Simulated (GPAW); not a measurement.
# Ag (Fm-3m) in GPAW: convergence with k mesh

Aim: find how far k mesh must go before the results for Ag settle, at PBE. This setting moves, with any that are tied to it; all else stays.

Everything below comes from runs of GPAW 26.7.0. Logs are shortened: lines on timing, memory, paths and dates and some standing lists are left out, and cuts for length are marked. The log counts tension as positive stress, the text compression.

### Step 1. Starting point

It takes space group Fm-3m (No. 225, cubic). The conventional cell has a = 4.085 Å, b = 4.085 Å, c = 4.085 Å, α = 90.00°, β = 90.00°, γ = 90.00°. Around Ag (site symmetry m-3m) lie 12 Ag at 2.89 Å.

### Step 2. With k mesh 3 × 3 × 3

Input file run.py:

```python
import numpy as np
from ase.spacegroup import crystal
from ase.units import Bohr, Ha
from gpaw import GPAW, PW
from gpaw.hybrids.energy import non_self_consistent_energy
from gpaw.xc.rpa import RPACorrelation

# Ag 4a
atoms = crystal(['Ag'],
                basis=[[0.0, 0.0, 0.0]],
                spacegroup=225, setting=1,  # Fm-3m
                cellpar=[4.0855, 4.0855, 4.0855, 90.0, 90.0, 90.0],
                primitive_cell=True)

for x in [1.0]:
    ecuts = np.array([76.8, 96.0, 120])
    a = atoms.copy()
    a.set_cell(atoms.cell * x**(1 / 3), scale_atoms=True)
    calc = GPAW(mode=PW(450),
                xc='PBE',
                kpts={'size': (3, 3, 3), 'gamma': True},
                occupations={'name': 'fermi-dirac', 'width': 0.05},
                nbands=18,
                convergence={'density': 1e-06},
                maxiter=150,
                txt=f'gs-{x:.2f}.txt')
    a.calc = calc
    dft = a.get_potential_energy(force_consistent=True)
    calc.write(f'gs-{x:.2f}.gpw')
    exx = non_self_consistent_energy(calc, 'EXX').sum()
    calc.diagonalize_full_hamiltonian(nbands=int(a.get_volume() / Bohr**3 * (ecuts[-1] / Ha)**1.5 * 2**0.5 / 3 / np.pi**2 * 1.15) + 30)
    calc.write(f'full-{x:.2f}.gpw', mode='all')
    ec = RPACorrelation(f'full-{x:.2f}.gpw', ecut=ecuts, nfrequencies=16, skip_gamma=True, frequency_scale=2.5, txt=f'rpa-{x:.2f}.txt').calculate()
    slope, ec_inf = np.polyfit(ecuts**-1.5, ec, 1)
    print(f'V = {a.get_volume():.4f} A^3: DFT {dft:.5f}, EXX {exx:.5f}, correlation', *ec.round(5), f'extrapolated {ec_inf:.5f}, total {exx + ec_inf:.5f} eV', flush=True)
```

Potentials or basis: GPAW PAW data sets (gpaw-data 1.2.1), pw.

Launch:

```bash
> OMP_NUM_THREADS=1 python run.py
```

Run time: 6.7 s. Hardware: 1 thread of Arm Neoverse V1, shared host; peak memory 0.18 GiB.

What came out:

| Item | Value |
| --- | --- |
| Free energy | -3.1794 eV |
| Band gap on the k mesh, mean-field level | none (metal or under the smearing width) |

### Step 3. With k mesh 4 × 4 × 4

Changes to run.py since step 2:

```diff
@@ -20,3 +20,3 @@
                 xc='PBE',
-                kpts={'size': (3, 3, 3), 'gamma': True},
+                kpts={'size': (4, 4, 4), 'gamma': True},
                 occupations={'name': 'fermi-dirac', 'width': 0.05},
```

Potentials or basis: GPAW PAW data sets (gpaw-data 1.2.1), pw.

Launch:

```bash
> OMP_NUM_THREADS=1 python run.py
```

It took 20 s on 1 thread of Arm Neoverse V1, shared host; peak memory 0.19 GiB.

What came out:

| Quantity | Value |
| --- | --- |
| Free energy | -2.6678 eV |
| Band gap on the k mesh, mean-field level | none (metal or under the smearing width) |

### Step 4. With k mesh 5 × 5 × 5

Changes to run.py since step 3:

```diff
@@ -20,3 +20,3 @@
                 xc='PBE',
-                kpts={'size': (4, 4, 4), 'gamma': True},
+                kpts={'size': (5, 5, 5), 'gamma': True},
                 occupations={'name': 'fermi-dirac', 'width': 0.05},
```

Launch:

```bash
> OMP_NUM_THREADS=1 python run.py
```

Wall time 44 s (1 thread of Arm Neoverse V1, shared host); peak memory 0.19 GiB.

What came out:

```yaml
Free_energy: -2.9691 eV
Band_gap_on_the_k_mesh_mean-field_level: none (metal or under the smearing width)
```

### Step 5. With k mesh 6 × 6 × 6

Changes to run.py since step 4:

```diff
@@ -20,3 +20,3 @@
                 xc='PBE',
-                kpts={'size': (5, 5, 5), 'gamma': True},
+                kpts={'size': (6, 6, 6), 'gamma': True},
                 occupations={'name': 'fermi-dirac', 'width': 0.05},
```

Launch:

```bash
> OMP_NUM_THREADS=1 python run.py
```

Run time: 1.9 min. Hardware: 1 thread of Arm Neoverse V1, shared host; peak memory 0.24 GiB.

Results:

```
Free energy                              : -2.7805 eV
Band gap on the k mesh, mean-field level : none (metal or under the smearing width)
```

### Step 6. With k mesh 7 × 7 × 7

Changes to run.py since step 5:

```diff
@@ -20,3 +20,3 @@
                 xc='PBE',
-                kpts={'size': (6, 6, 6), 'gamma': True},
+                kpts={'size': (7, 7, 7), 'gamma': True},
                 occupations={'name': 'fermi-dirac', 'width': 0.05},
```

Potentials or basis: GPAW PAW data sets (gpaw-data 1.2.1), pw.

Launch:

```bash
> OMP_NUM_THREADS=1 python run.py
```

It took 3.8 min on 1 thread of Arm Neoverse V1, shared host; peak memory 0.31 GiB.

Results:

- Free energy: -2.8989 eV
- Band gap on the k mesh, mean-field level: none (metal or under the smearing width)

### Step 7. With k mesh 8 × 8 × 8

Changes to run.py since step 6:

```diff
@@ -20,3 +20,3 @@
                 xc='PBE',
-                kpts={'size': (7, 7, 7), 'gamma': True},
+                kpts={'size': (8, 8, 8), 'gamma': True},
                 occupations={'name': 'fermi-dirac', 'width': 0.05},
```

Launch:

```bash
> OMP_NUM_THREADS=1 python run.py
```

It took 8.3 min on 1 thread of Arm Neoverse V1, shared host; peak memory 0.41 GiB.

Results:

```
Free energy                              : -2.8187 eV
Band gap on the k mesh, mean-field level : none (metal or under the smearing width)
```

### Step 8. With k mesh 9 × 9 × 9

Changes to run.py since step 7:

```diff
@@ -20,3 +20,3 @@
                 xc='PBE',
-                kpts={'size': (8, 8, 8), 'gamma': True},
+                kpts={'size': (9, 9, 9), 'gamma': True},
                 occupations={'name': 'fermi-dirac', 'width': 0.05},
```

Potentials or basis: GPAW PAW data sets (gpaw-data 1.2.1), pw.

Launch:

```bash
> OMP_NUM_THREADS=1 python run.py
```

The program printed:

```text
Using integrator: PointIntegrator
FrequencyDescriptor(from 0.000+0.000j to 0.000+800.000j eV, 16 points)
Nonperiodic BCs:  [False False False]
Using integrator: PointIntegrator
FrequencyDescriptor(from 0.000+0.000j to 0.000+800.000j eV, 16 points)
Nonperiodic BCs:  [False False False]
Integrating chi0 body.

Symmetries of q_c:
    Direct symmetries (Uq -> q): 8
    Indirect symmetries (TUq -> q): 0
In total 8 allowed symmetries.

  ( 1  0  0)  ( 1  0  0)  ( 1  0 -1)  ( 1  0 -1)  ( 0  1  0)  ( 0  1  0)
  ( 1  0 -1)  ( 0  1  0)  ( 1  0  0)  ( 0  1 -1)  ( 1  0  0)  ( 0  1 -1)
  ( 1 -1  0)  ( 0  0  1)  ( 1 -1  0)  ( 0  0 -1)  ( 0  0  1)  (-1  1  0)

  ( 0  1 -1)  ( 0  1 -1)
  ( 1  0 -1)  ( 0  1  0)
  ( 0  0 -1)  (-1  1  0)

135 groups of equivalent kpoints. 81.4814814814815% reduction.

Integral kind: hermitian response function
Integrating chi0 body.

Symmetries of q_c:
    Direct symmetries (Uq -> q): 8
    Indirect symmetries (TUq -> q): 0
In total 8 allowed symmetries.

  ( 1  0  0)  ( 1  0  0)  ( 1  0 -1)  ( 1  0 -1)  ( 0  1  0)  ( 0  1  0)
  ( 1  0 -1)  ( 0  1  0)  ( 1  0  0)  ( 0  1 -1)  ( 1  0  0)  ( 0  1 -1)
  ( 1 -1  0)  ( 0  0  1)  ( 1 -1  0)  ( 0  0 -1)  ( 0  0  1)  (-1  1  0)

  ( 0  1 -1)  ( 0  1 -1)
  ( 1  0 -1)  ( 0  1  0)
  ( 0  0 -1)  (-1  1  0)

135 groups of equivalent kpoints. 81.4814814814815% reduction.

Integral kind: hermitian response function
Integrating chi0 body.

Symmetries of q_c:
    Direct symmetries (Uq -> q): 8
    Indirect symmetries (TUq -> q): 0
In total 8 allowed symmetries.

  ( 1  0  0)  ( 1  0  0)  ( 1  0 -1)  ( 1  0 -1)  ( 0  1  0)  ( 0  1  0)
  ( 1  0 -1)  ( 0  1  0)  ( 1  0  0)  ( 0  1 -1)  ( 1  0  0)  ( 0  1 -1)
  ( 1 -1  0)  ( 0  0  1)  ( 1 -1  0)  ( 0  0 -1)  ( 0  0  1)  (-1  1  0)

  ( 0  1 -1)  ( 0  1 -1)
  ( 1  0 -1)  ( 0  1  0)
  ( 0  0 -1)  (-1  1  0)

135 groups of equivalent kpoints. 81.4814814814815% reduction.

Integral kind: hermitian response function
Integrating chi0 body.

Symmetries of q_c:
    Direct symmetries (Uq -> q): 6
    Indirect symmetries (TUq -> q): 0
In total 6 allowed symmetries.

  ( 1  0  0)  ( 1  0  0)  ( 0  1  0)  ( 0  1  0)  ( 0  0  1)  ( 0  0  1)
  ( 0  1  0)  ( 0  0  1)  ( 1  0  0)  ( 0  0  1)  ( 1  0  0)  ( 0  1  0)
  ( 0  0  1)  ( 0  1  0)  ( 0  0  1)  ( 1  0  0)  ( 0  1  0)  ( 1  0  0)

165 groups of equivalent kpoints. 77.36625514403292% reduction.

Integral kind: hermitian response function
Integrating chi0 body.

Symmetries of q_c:
    Direct symmetries (Uq -> q): 6
    Indirect symmetries (TUq -> q): 0
In total 6 allowed symmetries.

  ( 1  0  0)  ( 1  0  0)  ( 0  1  0)  ( 0  1  0)  ( 0  0  1)  ( 0  0  1)
  ( 0  1  0)  ( 0  0  1)  ( 1  0  0)  ( 0  0  1)  ( 1  0  0)  ( 0  1  0)
  ( 0  0  1)  ( 0  1  0)  ( 0  0  1)  ( 1  0  0)  ( 0  1  0)  ( 1  0  0)

165 groups of equivalent kpoints. 77.36625514403292% reduction.

Integral kind: hermitian response function
Integrating chi0 body.

Symmetries of q_c:
    Direct symmetries (Uq -> q): 6
    Indirect symmetries (TUq -> q): 0
In total 6 allowed symmetries.

  ( 1  0  0)  ( 1  0  0)  ( 0  1  0)  ( 0  1  0)  ( 0  0  1)  ( 0  0  1)
  ( 0  1  0)  ( 0  0  1)  ( 1  0  0)  ( 0  0  1)  ( 1  0  0)  ( 0  1  0)
  ( 0  0  1)  ( 0  1  0)  ( 0  0  1)  ( 1  0  0)  ( 0  1  0)  ( 1  0  0)

165 groups of equivalent kpoints. 77.36625514403292% reduction.

Integral kind: hermitian response function
Integrating chi0 body.

Symmetries of q_c:
    Direct symmetries (Uq -> q): 4
    Indirect symmetries (TUq -> q): 0
In total 4 allowed symmetries.

  ( 1  0  0)  ( 1  0  0)  ( 1  0  0)  ( 1  0  0)
  ( 1  0 -1)  ( 1 -1  0)  ( 0  1  0)  ( 0  0  1)
  ( 1 -1  0)  ( 1  0 -1)  ( 0  0  1)  ( 0  1  0)

225 groups of equivalent kpoints. 69.1358024691358% reduction.

Integral kind: hermitian response function
Integrating chi0 body.

Symmetries of q_c:
    Direct symmetries (Uq -> q): 4
    Indirect symmetries (TUq -> q): 0
In total 4 allowed symmetries.

  ( 1  0  0)  ( 1  0  0)  ( 1  0  0)  ( 1  0  0)
  ( 1  0 -1)  ( 1 -1  0)  ( 0  1  0)  ( 0  0  1)
  ( 1 -1  0)  ( 1  0 -1)  ( 0  0  1)  ( 0  1  0)

225 groups of equivalent kpoints. 69.1358024691358% reduction.

Integral kind: hermitian response function
Integrating chi0 body.

Symmetries of q_c:
    Direct symmetries (Uq -> q): 4
    Indirect symmetries (TUq -> q): 0
In total 4 allowed symmetries.

  ( 1  0  0)  ( 1  0  0)  ( 1  0  0)  ( 1  0  0)
  ( 1  0 -1)  ( 1 -1  0)  ( 0  1  0)  ( 0  0  1)
  ( 1 -1  0)  ( 1  0 -1)  ( 0  0  1)  ( 0  1  0)

225 groups of equivalent kpoints. 69.1358024691358% reduction.

Integral kind: hermitian response function
Integrating chi0 body.

Symmetries of q_c:
    Direct symmetries (Uq -> q): 8
    Indirect symmetries (TUq -> q): 0
In total 8 allowed symmetries.

  ( 1  0  0)  ( 1  0  0)  ( 1  0 -1)  ( 1  0 -1)  ( 0  1  0)  ( 0  1  0)
  ( 1  0 -1)  ( 0  1  0)  ( 1  0  0)  ( 0  1 -1)  ( 1  0  0)  ( 0  1 -1)
  ( 1 -1  0)  ( 0  0  1)  ( 1 -1  0)  ( 0  0 -1)  ( 0  0  1)  (-1  1  0)

  ( 0  1 -1)  ( 0  1 -1)
  ( 1  0 -1)  ( 0  1  0)
  ( 0  0 -1)  (-1  1  0)

135 groups of equivalent kpoints. 81.4814814814815% reduction.

Integral kind: hermitian response function
Integrating chi0 body.

Symmetries of q_c:
    Direct symmetries (Uq -> q): 8
    Indirect symmetries (TUq -> q): 0
In total 8 allowed symmetries.
[... 1204 lines left out ...]
Symmetries of q_c:
    Direct symmetries (Uq -> q): 2
    Indirect symmetries (TUq -> q): 0
In total 2 allowed symmetries.

  ( 1  0  0)  ( 0  1  0)
  ( 0  1  0)  ( 1  0  0)
  ( 0  0  1)  ( 0  0  1)

405 groups of equivalent kpoints. 44.44444444444444% reduction.

Integral kind: hermitian response function
Integrating chi0 body.

Symmetries of q_c:
    Direct symmetries (Uq -> q): 2
    Indirect symmetries (TUq -> q): 0
In total 2 allowed symmetries.

  ( 1  0  0)  ( 0  1  0)
  ( 0  1  0)  ( 1  0  0)
  ( 0  0  1)  ( 0  0  1)

405 groups of equivalent kpoints. 44.44444444444444% reduction.

Integral kind: hermitian response function
Integrating chi0 body.

Symmetries of q_c:
    Direct symmetries (Uq -> q): 2
    Indirect symmetries (TUq -> q): 0
In total 2 allowed symmetries.

  ( 1  0  0)  ( 0  1  0)
  ( 0  1  0)  ( 1  0  0)
  ( 0  0  1)  ( 0  0  1)

405 groups of equivalent kpoints. 44.44444444444444% reduction.

Integral kind: hermitian response function
Integrating chi0 body.

Symmetries of q_c:
    Direct symmetries (Uq -> q): 2
    Indirect symmetries (TUq -> q): 0
In total 2 allowed symmetries.

  ( 1  0  0)  ( 0  1  0)
  ( 0  1  0)  ( 1  0  0)
  ( 0  0  1)  ( 0  0  1)

405 groups of equivalent kpoints. 44.44444444444444% reduction.

Integral kind: hermitian response function
Integrating chi0 body.

Symmetries of q_c:
    Direct symmetries (Uq -> q): 2
    Indirect symmetries (TUq -> q): 0
In total 2 allowed symmetries.

  ( 1  0  0)  ( 0  1  0)
  ( 0  1  0)  ( 1  0  0)
  ( 0  0  1)  ( 0  0  1)

405 groups of equivalent kpoints. 44.44444444444444% reduction.

Integral kind: hermitian response function
Integrating chi0 body.

Symmetries of q_c:
    Direct symmetries (Uq -> q): 6
    Indirect symmetries (TUq -> q): 0
In total 6 allowed symmetries.

  ( 1  0  0)  ( 1  0  0)  ( 0  1  0)  ( 0  1  0)  ( 0  0  1)  ( 0  0  1)
  ( 0  1  0)  ( 0  0  1)  ( 1  0  0)  ( 0  0  1)  ( 1  0  0)  ( 0  1  0)
  ( 0  0  1)  ( 0  1  0)  ( 0  0  1)  ( 1  0  0)  ( 0  1  0)  ( 1  0  0)

165 groups of equivalent kpoints. 77.36625514403292% reduction.

Integral kind: hermitian response function
Integrating chi0 body.

Symmetries of q_c:
    Direct symmetries (Uq -> q): 6
    Indirect symmetries (TUq -> q): 0
In total 6 allowed symmetries.

  ( 1  0  0)  ( 1  0  0)  ( 0  1  0)  ( 0  1  0)  ( 0  0  1)  ( 0  0  1)
  ( 0  1  0)  ( 0  0  1)  ( 1  0  0)  ( 0  0  1)  ( 1  0  0)  ( 0  1  0)
  ( 0  0  1)  ( 0  1  0)  ( 0  0  1)  ( 1  0  0)  ( 0  1  0)  ( 1  0  0)

165 groups of equivalent kpoints. 77.36625514403292% reduction.

Integral kind: hermitian response function
Integrating chi0 body.

Symmetries of q_c:
    Direct symmetries (Uq -> q): 6
    Indirect symmetries (TUq -> q): 0
In total 6 allowed symmetries.

  ( 1  0  0)  ( 1  0  0)  ( 0  1  0)  ( 0  1  0)  ( 0  0  1)  ( 0  0  1)
  ( 0  1  0)  ( 0  0  1)  ( 1  0  0)  ( 0  0  1)  ( 1  0  0)  ( 0  1  0)
  ( 0  0  1)  ( 0  1  0)  ( 0  0  1)  ( 1  0  0)  ( 0  1  0)  ( 1  0  0)

165 groups of equivalent kpoints. 77.36625514403292% reduction.

Integral kind: hermitian response function
```

stdout:

```text
IBZ(<points: 35, symmetries: 48>)
Occupied bands: 9
DFT energy: -2.866336516366983 eV
minus DFT-XC energy: 1.8910869904925522 eV
Core-core contribution:          -3581.565
Valence-core contribution:        -147.655
Valence-valence contribution:     -270.626
V = 17.0481 A^3: DFT -2.86674, EXX 55.16690, correlation -7.34086 -8.738 -9.82348 extrapolated -12.40320, total 42.76369 eV
```

rpa-1.00.txt:

```text
Non-self-consistent RPA correlation energy

Atoms                          : Ag
Ground state XC functional     : PBE
Valence electrons              : 17
Number of bands                : 88
Number of spins                : 1
Number of k-points             : 729
Number of irreducible k-points : 35
Number of irreducible q-points : 35

    q: [0.0000 0.0000 0.0000] - weight: 0.001
    q: [0.1111 0.1111 0.0000] - weight: 0.008
    q: [0.1111 0.1111 0.1111] - weight: 0.011
[... 346 lines left out ...]
E_cut = 76 eV / Bands = 22:
E_c(q) = -6.177 eV
E_cut = 96 eV / Bands = 34:
E_c(q) = -8.159 eV
E_cut = 120 eV / Bands = 49:
E_c(q) = -9.360 eV

==========================================================

Total correlation energy:
    77:   -7.3409 eV
    96:   -8.7380 eV
   120:   -9.8235 eV

Extrapolated energies:
    77 -  96:  -12.252 eV
    96 - 120:  -12.554 eV
```

It took 15 min on 1 thread of Arm Neoverse V1, shared host; peak memory 0.53 GiB.

What came out:

| Item | Value |
| --- | --- |
| Free energy | -2.8667 eV |
| Band gap on the k mesh, mean-field level | none (metal or under the smearing width) |

### Step 9. Summary

```
   k mesh  energy less the tightest run, at zero smearing (meV/atom)  CPU time (s)  peak memory (GiB)
3 × 3 × 3                                                    -306.78           6.7               0.18
4 × 4 × 4                                                     201.78            20               0.19
5 × 5 × 5                                                    -101.11            44               0.19
6 × 6 × 6                                                      89.60           110               0.24
7 × 7 × 7                                                     -31.98           230               0.31
8 × 8 × 8                                                      49.59           500               0.41
9 × 9 × 9                                                       0.00           900               0.53
```

Not settled before the last step: the energy (to 1 meV/atom). Meshes of other sizes hit other points, so gaps and Fermi surfaces needn't settle smoothly. The tightest run that finished is the yardstick and may itself not be fully converged.

Caveats: the response cutoff is short for absolute correlation energies; RPA of a metal hangs on this mesh.
